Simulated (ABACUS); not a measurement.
Write the native input for ABACUS 3.10.1 that does the following.

```yaml
Task: single point
Functional: PBE
Potentials_or_basis: PseudoDojo NC SR 0.4.1 PBE standard
Cutoff: 1361 eV
Density_cutoff: 5442 eV
Basis: DZP LCAO (the cutoffs set its grid)
k_mesh: 11 × 11 × 11
Occupations: fermi-dirac, width 0.05 eV
Spin: no spin polarisation
Orbital_files: Ti Ti_confined-atom_7au_3s2p2d1f.orb
Radial_cutoff_of_the_potentials_pseudo_rcut: 10 bohr
SCF_threshold_on_the_density: 1e-07
Max_SCF_steps: 100
Eigensolver: genelpa
Mixing: broyden
Mixing_share: 0.7
Symmetry_key: 1
```

Crystal: Ti.

```xyz
1
Lattice="-1.6410 1.6410 1.6410 1.6410 -1.6410 1.6410 1.6410 1.6410 -1.6410" Properties=species:S:1:pos:R:3 pbc="T T T"
Ti    0.0000    0.0000    0.0000
```

This isn't the form of Ti at room conditions, which is hcp.

These files were run (other wordings do the same):

INPUT

```
INPUT_PARAMETERS
suffix              Ti
calculation         scf
basis_type          lcao
pseudo_dir          ./
orbital_dir         ./
symmetry            1
dft_functional      pbe
ecutwfc             100
pseudo_rcut         10
nspin               1
nbands              10
ks_solver           genelpa
smearing_method     fd
smearing_sigma      0.00367493
scf_thr             1e-07
scf_nmax            100
mixing_type         broyden
mixing_beta         0.7
cal_force           1
cal_stress          1
out_mul             1
out_chg             1
out_pot             2
out_elf             1
```

STRU

```
ATOMIC_SPECIES
Ti 47.8670 Ti.upf

NUMERICAL_ORBITAL
Ti_confined-atom_7au_3s2p2d1f.orb

LATTICE_CONSTANT
1.8897261246

LATTICE_VECTORS
-1.6410000000 1.6410000000 1.6410000000
1.6410000000 -1.6410000000 1.6410000000
1.6410000000 1.6410000000 -1.6410000000

ATOMIC_POSITIONS
Direct

Ti
0.0
1
0.0000000000 0.0000000000 0.0000000000 1 1 1
```

KPT

```
K_POINTS
0
Gamma
11 11 11 0 0 0
```

Potentials or basis: PseudoDojo NC SR 0.4.1 PBE standard, DZP LCAO (the cutoffs set its grid).

Launch:

```sh
$ OMP_NUM_THREADS=1 mpirun -np 4 abacus > log
```

It gave:

```
Pressure               : -2.2 GPa
Band gap on the k mesh : none (metal or under the smearing width)
```

Caveat: the atomic orbitals were generated for these runs and aren't a published set; the basis of atomic orbitals isn't converged, which shifts pressures, moduli and gaps.

Wall time 3.6 s on 4 MPI ranks on AMD EPYC 7B13 (Zen 3) (shared host), peak memory 0.36 GiB a rank.
